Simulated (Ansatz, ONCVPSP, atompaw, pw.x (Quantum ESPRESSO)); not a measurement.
**Which W potential is closest to all-electron in the fcc crystal?**

All use PBE, scalar-relativistic, no spin, cutoffs from each file’s atomic test, pw.x 7.5; 14³ k-points, Fermi–Dirac smearing 0.01 Ry. Δ is the rms difference from all-electron LAPW of the E(V) curves that follow from fits to the pressures, over ±6 % in volume. Mesh and smearing are coarse and serve the comparison alone. The files are a selection: those with a ghost or negative overlap were mostly not run, and those with noisy or unconverged pressures or nearly equal Δ are left out.

All-electron: a0 = 4.039 Å (V0 = 16.47 Å³/atom), B0 = 280.9 GPa.

Task: Rank them by Δ, smallest first.
A. optimised norm-conserving Vanderbilt (ONCV), ONCVPSP 4.0.1.1 (patched build), PBE; core [Kr] 4d10 4f14 5s2, reference 5p6 5d4 6s1.75 6p0.25; waves: 6s: rc 2.75 bohr, ncon 4, nbas 9, qcut 1.9 1/bohr, 2 projectors, debl 2.8 Ha; 5p+6p: rc 1.75 bohr, ncon 4, nbas 7, qcut 9.9 1/bohr, 3 projectors, debl 3.7 Ha; 5d: rc 1.75 bohr, ncon 3, nbas 6, qcut 6.5 1/bohr, 2 projectors, debl 1 Ha; local part: polynomial inside 1.45 bohr (lpopt 3, dvloc0 0 Ha); core correction: none.
B. optimised norm-conserving Vanderbilt (ONCV), ONCVPSP 4.0.1.1 (patched build), PBE; core [Kr] 4d10 4f14, reference 5s2 5p6 5d4 6s1.75 6p0.25; waves: 5s+6s: rc 1.55 bohr, ncon 4, nbas 9, qcut 8.4 1/bohr, 2 projectors; 5p+6p: rc 1.75 bohr, ncon 3, nbas 6, qcut 8.9 1/bohr, 2 projectors; 5d: rc 2.75 bohr, ncon 3, nbas 8, qcut 5 1/bohr, 2 projectors, debl 3.6 Ha; f scattering state at 0.29 Ha: rc 2.95 bohr, ncon 5, nbas 9, qcut 3.8 1/bohr, 2 projectors, debl 3.6 Ha; local part: polynomial inside 1.00 bohr (lpopt 4, dvloc0 4 Ha); core correction: none.
C. PAW, atompaw 4.2.0.5, PBE; core [Xe] 4f14, reference 5d4 6s2 6p0; waves: 6s (bound): rc 2.20 bohr; 6s channel at 1.2 Ry: rc 2.20 bohr; 6p (bound, empty): rc 2.80 bohr; 6p channel at 0.3 Ry: rc 2.80 bohr; 5d (bound): rc 2.80 bohr; 5d channel at 2.6 Ry: rc 2.80 bohr; local part: bessel scheme, radius 2.75 bohr; core correction: smooth core density matched at 1.90 bohr; augmentation: sinc compensation charge, radius 2.35 bohr; PAW radius 2.80 bohr; waves and projectors: custom rrkj gramschmidtortho.
D. optimised norm-conserving Vanderbilt (ONCV), ONCVPSP 4.0.1.1 (patched build), PBE; core [Kr] 4d10 4f14, reference 5s2 5p6 5d4 6s2; waves: 5s+6s: rc 2.00 bohr, ncon 3, nbas 6, qcut 5.2 1/bohr, 2 projectors; 5p: rc 1.60 bohr, ncon 4, nbas 7, qcut 9.7 1/bohr, 2 projectors, debl 2 Ha; 5d: rc 1.60 bohr, ncon 4, nbas 7, qcut 6.7 1/bohr, local; local part: the d channel; core correction: Teter function, fcfact 6, rcfact 1.6.

Result: B (2.2 meV/atom), D (7.4 meV/atom), A (9.6 meV/atom), C (36.3 meV/atom).
